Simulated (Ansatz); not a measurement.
## Si: energy change per atom and pressure against volume scale

All results are calculated (Ansatz 0.2.0). Plane-wave DFT, scalar-relativistic PAW made under PBE with cores redone for the functional, no dispersion; the given relaxed cell is scaled uniformly, energy at zero smearing counts from the unscaled cell, pressure at the given Fermi-Dirac smearing is positive in compression.

The cell before it is scaled or strained (space group P6/mmm, No. 191):
```
CELL_PARAMETERS angstrom
4.47440 0.00000 0.00000
-2.23720 3.87490 0.00000
0.00000 0.00000 2.56220
ATOMIC_POSITIONS crystal
Si 0.00000 0.00000 0.00000
Si 0.33333 0.66667 0.50000
Si 0.66667 0.33333 0.50000
```

Settings of every row: spin polarised no; functional PBE; wave cutoff 420 eV; smearing width 0.1 eV; k mesh 9x9x14.

Atom starting moment: 0 on all atoms.

Limits: the cell comes from a prototype or a list of computed structures and needn't be the stable phase.

| row | volume scale | V (Å³/atom) | energy change per atom (meV) | pressure (GPa) |
| --- | --- | --- | --- | --- |
| 1 | 0.88 | 13.031 | 77.9 | 15.89 |
| 2 | 0.92 | 13.623 | 31.68 | 9.36 |
| 3 | 0.96 | 14.215 | 7.17 | 4.13 |
| 4 | 1.04 | 15.4 | 6.78 | -3.44 |
| 5 | 1.08 | 15.992 | ? | ? |
| 6 | 1.12 | 16.585 | 51.98 | -8.3 |

Question: what energy change per atom and pressure should row 5 give?

Worked fit of energy change per atom. Take u = (V_r/V)^(2/3) − 1 with V_r = 14.215 Å³ an atom, which is twice the finite (Eulerian) strain; such expansions in the strain, on which the Birch-Murnaghan equation of state is built, carry the rest volume and the bulk modulus. The shown rows have u = 0.05969, 0.02876, 0, -0.05198, -0.09769. Least squares give energy change per atom = 7.299 + 558.06 × u + 10410.5 × u² meV; a straight line predicts inner rows, each left out in turn, worse (root mean square 30 against 0.47 meV). The rows lie off it by 0.20, -0.28, -0.13, 0.36, -0.15 (root mean square 0.24 meV). The withheld row has u = -0.07552, so the fit gives 7.299 + 558.06 × (-0.07552) + 10410.5 × (-0.07552)² = 24.53 meV.

The calculation gave 24.86 meV. The fit lies 0.33 meV (1.3 % of the value, 0.46 % of the column's range) below it; its largest miss of a shown row is 0.36 meV.

Worked fit of pressure. Take u = (V_r/V)^(2/3) − 1 with V_r = 14.215 Å³ an atom, which is twice the finite (Eulerian) strain; such expansions in the strain, on which the Birch-Murnaghan equation of state is built, carry the rest volume and the bulk modulus. The shown rows have u = 0.05969, 0.02876, 0, -0.05198, -0.09769. Least squares give pressure = 4.153 + 169.97 × u + 437.7 × u² GPa; a straight line predicts inner rows, each left out in turn, worse (root mean square 1.2 against 0.078 GPa). The rows lie off it by 0.03, -0.04, -0.02, 0.06, -0.03 (root mean square 0.038 GPa). The pressure vanishes at u = -0.0262, or V = 14.79 Å³ an atom, and there the bulk modulus at fixed shape and fractions is B = −V dP/dV = (2/3)(1 + u) dP/du = 95.5 GPa. Letting shape and atoms relax would as a rule lower it, by much in layered, chain or molecular crystals. The withheld row has u = -0.07552, so the fit gives 4.153 + 169.97 × (-0.07552) + 437.7 × (-0.07552)² = -6.19 GPa.

The calculation gave -6.16 GPa. The fit lies 0.03 GPa (0.12 % of the column's range) below it; its largest miss of a shown row is 0.06 GPa.
